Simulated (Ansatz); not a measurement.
## In: reading a single point

```yaml
crystal:
  lattice:
    - [-1.62281, 1.62281, 2.46565]
    - [1.62281, -1.62281, 2.46565]
    - [1.62281, 1.62281, -2.46565]
  atoms:
    - { symbol: In, position: [0.00000, 0.00000, 0.00000] }
```

The numbers come from plane-wave PAW DFT (Ansatz): PBE, no spin polarisation, 420 eV, 14×14×14 Γ-centred k points, fermi-dirac occupations (width 0.1 eV). Nothing was relaxed.

- Contacts: In–In at 3.25 Å: least valence density 0.15 e/Å³ and ELF 0.30 there. These are pseudo-fields; inside the PAW spheres they differ from the all-electron ones.
- At the Fermi level: It is a metal, with about 0.4 states/eV a cell as the mean within 0.25 eV of the Fermi level, mostly In p (65 %) and In s (33 %).
- Stress: The pressure is 2.3 GPa (compression positive), so with the atoms held at these fractions the cell would first expand.

Origin: a database entry at a rescaled volume.
